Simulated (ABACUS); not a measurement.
Sc under changes of volume

One of the cells (25.002 Å³/atom); the others are scaled copies at fixed shape and fractional positions:

```
CELL_PARAMETERS angstrom
3.30900 0.00000 0.00000
-1.65450 2.86568 0.00000
0.00000 0.00000 5.27330
ATOMIC_POSITIONS crystal
Sc 0.66667 0.33333 0.75000
Sc 0.33333 0.66667 0.25000
```

```yaml
Program: ABACUS 3.10.1
Functional: PBE
Potentials_or_basis: PseudoDojo NC SR 0.4.1 PBE standard
Cutoff: 1361 eV
Density_cutoff: 5442 eV
Basis: TZDP LCAO (the cutoffs set its grid)
k_mesh: 9 × 9 × 5
Occupations: fermi-dirac, width 0.05 eV
Spin: no spin polarisation
```

| volume (Å³/atom) | energy over the lowest point (meV/atom) | pressure (GPa) |
| --- | --- | --- |
| 23.502 | 10.47 | 3.0 |
| 24.002 | ? | ? |
| 24.502 | 0.00 | 0.5 |
| 25.002 | 0.32 | -0.6 |
| 25.502 | 3.97 | -1.6 |
| 26.002 | 10.59 | -2.5 |
| 26.502 | 20.04 | -3.4 |

**Question.** What does the run at 24.002 Å³/atom give?

**Answer.** Energy over the lowest point 3.25 meV/atom; pressure 1.7 GPa.

Worked out: A Birch-Murnaghan fit of order 3 (a polynomial in V^(-2/3)) to the other rows has its minimum at 24.70 Å³/atom with B0 = V·E''(V) = 55 GPa and B' = 3.3 at fixed shape and positions, which overstates the stiffness. It gives 3.27 meV/atom at 24.002 Å³/atom, against the run's 3.25, and -dE/dV = 1.7 GPa, against 1.7.

Energies are extrapolated to zero smearing.

Caveats: the atomic orbitals were generated for these runs and aren't a published set; the basis of atomic orbitals isn't converged, which shifts pressures, moduli and gaps.
